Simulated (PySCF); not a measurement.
Compound: C6H7N.
Atom-mapped SMILES: `[NH2:1][c:2]1[cH:3][cH:4][cH:5][cH:6][cH:7]1` (hydrogens: H8, H9 on N1; H10 on C3; H11 on C4; H12 on C5; H13 on C6; H14 on C7)

The geometry is computed with GFN2-xTB (gas phase).

Q: Give the optimised bond lengths and angles.

A: 
| bond | length (Å) |
| --- | --- |
| N1–C2 | 1.382 |
| C2–C3, C2–C7 | 1.395 |
| C3–C4, C6–C7 | 1.381 |
| C4–C5, C5–C6 | 1.385 |
| N1–H8, N1–H9 | 1.007 |
| C3–H10, C7–H14 | 1.081 |
| C4–H11, C6–H13 | 1.081 |
| C5–H12 | 1.079 |

Bonds in one row agree within 0.01 Å and their mean is given. A selection of angles:
| angle | degrees |
| --- | --- |
| C2–N1–H8 | 116.2 |
| H8–N1–H9 | 114.5 |
| N1–C2–C3 | 120.6 |
| C3–C2–C7 | 118.8 |
| C2–C3–C4 | 120.4 |
| C2–C3–H10 | 119.2 |
| C4–C3–H10 | 120.4 |
| C3–C4–C5 | 120.5 |
| C3–C4–H11 | 119.6 |
| C5–C4–H11 | 120.0 |
| C4–C5–C6 | 119.4 |
| C4–C5–H12 | 120.3 |

The 7 heavy atoms lie in one plane (0.018 Å rms). Of the pairs four or more bonds apart, H8···H14 is among the closest relative to their van der Waals radii: 2.40 Å, 100 % of the sum of Bondi's values. The 6-membered ring C2–C3–C4–C5–C6–C7 has internal angles of 118.8° to 120.5° (sum 720°, against 720° for a flat polygon); it is planar, 0.00 Å rms from its mean plane, widest ring torsion 0°. N1 (aniline-type nitrogen) is pyramidal (angles 116.3°, 116.2° and 114.5°, sum 346.9°, 0.23 Å off the plane of its three neighbours).

Point group: Cs (every atom within 0.08 Å of its image). GFN2-xTB frequencies: not computed here.
